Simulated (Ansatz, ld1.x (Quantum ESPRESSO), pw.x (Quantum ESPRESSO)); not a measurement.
P (Z = 15): does the ultrasoft potential hold in the solid?

phosphorus (P), ultrasoft, made with ld1.x (Quantum ESPRESSO) 7.5 (PBE, scalar-relativistic). Core [Ne], reference 3s2 3p2.5 (charge +0.5). Waves: 3s (bound): rcut 1.35, rcutus 1.75 bohr; 3s channel at -1 Ry: rcut 1.35, rcutus 1.75 bohr; 3p (bound): rcut 1.20, rcutus 1.98 bohr; 3p channel at 0.1 Ry: rcut 1.20, rcutus 1.98 bohr; 3d channel at 0.25 Ry: rcut 1.25, rcutus 1.70 bohr. Local part: all-electron potential smoothed inside 1.15 bohr (lloc = -2). Core correction: none. Augmentation charge: PSQ, radius 1.40 bohr.

Atomic tests: cutoffs needed: 12 Ry and 18 Ry (the cutoffs (Ry, on a coarse ladder) from which the occupation-weighted sum of valence levels, in a spherical-Bessel basis at the reference potential, stays within 10 and 1 mRy of its value at 400 Ry); ghost test: no extra level below or beside the all-electron valence levels (s, p, d, f tested) (spherical-Bessel basis up to 400 Ry, 20 bohr box); largest excitation error: +120 meV (all-electron minus pseudo) for 3s1 3p0, out of 7 test configurations.

Crystal test: fcc P in pw.x 7.5, no spin, 14³ k-points, Fermi–Dirac smearing 0.01 Ry, cutoffs 40/320 Ry. The reference is all-electron LAPW (Ansatz 0.2.0) with the same functional, mesh and smearing; V0 and B0 come from Birch–Murnaghan fits to the pressures at five volumes. Errors are pseudo minus all-electron; Δ is the rms difference of the E(V) curves that follow from these fits, minima aligned, over ±6 % about the mean V0. Mesh and smearing are coarse, so the numbers serve the comparison and aren't converged zero-temperature values; the lattice is a test structure that the element need not adopt.

All-electron: a0 = 3.878 Å (V0 = 14.58 Å³/atom), B0 = 88.9 GPa.

How far does the potential miss the all-electron equation of state?

mean pressure error (GPa): +0.26; a0 (Å): 3.881; a0 error (%): +0.10; B0 error (%): +0.4; Δ (meV/atom): 0.9.

| V (Å³/atom) | P all-electron (GPa) | P pseudo (GPa) |
| --- | --- | --- |
| 14.029 | 3.66 | 3.99 |
| 14.398 | 1.11 | 1.39 |
| 14.767 | -1.13 | -0.88 |
| 15.136 | -3.12 | -2.89 |
| 15.505 | -4.89 | -4.69 |

At the middle volume, how do free energy and pressure move when the wave cutoff is lowered (ecutrho held at 320 Ry)?

```json
{"cutoff (Ry)": "18", "shift of F (meV/atom)": "+32.7", "shift of P (GPa)": "-0.49"}
{"cutoff (Ry)": "24", "shift of F (meV/atom)": "+7.3", "shift of P (GPa)": "-0.12"}
{"cutoff (Ry)": "32", "shift of F (meV/atom)": "+1.3", "shift of P (GPa)": "-0.02"}
```

The run at the middle volume (104 k-points, 7 iterations) took about 6.7 s on one core of a shared host (Neoverse-V1, 32 threads, 247 GiB, load 12).
